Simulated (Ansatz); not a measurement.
Crystal: AlN.

```
Al N
1.0
     0.00000    2.03452    2.03452
     2.03452    0.00000    2.03452
     2.03452    2.03452    0.00000
Al N
1 1
Direct
  0.50000 0.50000 0.50000
  0.00000 0.00000 0.00000
```

Measurements of this composition are mostly on another form, of space group No. 186.

Base run:

```yaml
Program: Ansatz 0.2.0
Functional: PBE
Potentials_or_basis: Ansatz PAW
Cutoff: "420 eV (not typed: the program's choice for these potentials)"
k_mesh: 11 × 11 × 11
Occupations: fermi-dirac, width 0.05 eV
Spin: no spin polarisation
```

Its results: band gap on the k mesh 4.58 eV, indirect (least direct gap 5.40 eV); pressure 0.3 GPa.

Task: The run is repeated on the same cell with these changes: functional from PBE to LDA. What comes out?

Result: Band gap on the k mesh 4.42 eV, indirect (least direct gap 5.48 eV); pressure -11.0 GPa.

LDA binds more tightly than PBE, so the same cell stands under less pressure.

Caveats: the k mesh misses the band edges, so the gap on the mesh is wider than the one along the path; the PAW data sets come from PBE, with cores solved anew for the run's functional, which leaves a small shift of forces and pressure (some runs).
